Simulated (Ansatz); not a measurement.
# CdS: the cost of one run

Program: Ansatz 0.2.0. Level of theory: DFT r2SCAN, scalar-relativistic, plane waves, PAW. These are calculated values, not measurements.

1 further run of the same task is left out (it didn't finish).

## (1) The system as given

The structure is tetragonal, space group P4/mmm (No. 123). The conventional cell has a = 3.416 Å, b = 3.416 Å, c = 4.477 Å, α = 90.00°, β = 90.00°, γ = 90.00°. Cd (site symmetry 4/mmm) is surrounded by 8 S at 3.29 Å and 4 Cd at 3.42 Å. S (site symmetry 4/mmm) is surrounded by 8 Cd at 3.29 Å.

As a file:

```cif
data_structure
_symmetry_space_group_name_H-M 'P4/mmm'
_symmetry_Int_Tables_number 123
_cell_length_a 3.4160
_cell_length_b 3.4160
_cell_length_c 4.4774
_cell_angle_alpha 90.000
_cell_angle_beta 90.000
_cell_angle_gamma 90.000
_cell_volume 52.25
loop_
_atom_site_label
_atom_site_type_symbol
_atom_site_symmetry_multiplicity
_atom_site_Wyckoff_symbol
_atom_site_fract_x
_atom_site_fract_y
_atom_site_fract_z
_atom_site_occupancy
Cd1 Cd 1 d 0.50000 0.50000 0.50000 1
S1 S 1 a 0.00000 0.00000 0.00000 1
```

(A quick probe on a coarse mesh, which set the mesh and smearing, is not shown.)

## (3) Rough relaxation on the coarse mesh

Input file input.yaml:

```yaml
crystal:
  lattice:
    - [3.4160221691, 0.0, 0.0]
    - [0.0, 3.4160221691, 0.0]
    - [0.0, 0.0, 4.4774290574]
  atoms:
    - { symbol: Cd, position: [0.5, 0.5, 0.5] }
    - { symbol: S, position: [0.0, 0.0, 0.0] }
basis:
  ecutwfc: 500
kpoints:
  mp_grid: { grid: [6, 6, 4] }
hamiltonian:
  xc: r2scan
scf:
  occupations: { method: gaussian, width: 0.1 }
  lower_state_search: "off"
output:
  forces: true
  stress: true
  eigenvalues: true
relax:
  adjacent_minimum: "off"
  f_tol: 0.04
  max_steps: 70
  cell: { stress_tol: 0.4 }
```

The run is started by

```sh
$ ansatz run input.yaml --threads 1 --pin off --max-ram 2560MiB --backend cpu --events-out ev --progress --plain --runs-dir out
```

What time and memory should one allow on 1 thread of Arm Neoverse V1, shared host?

About 52 s, with a peak of 0.42 GiB.
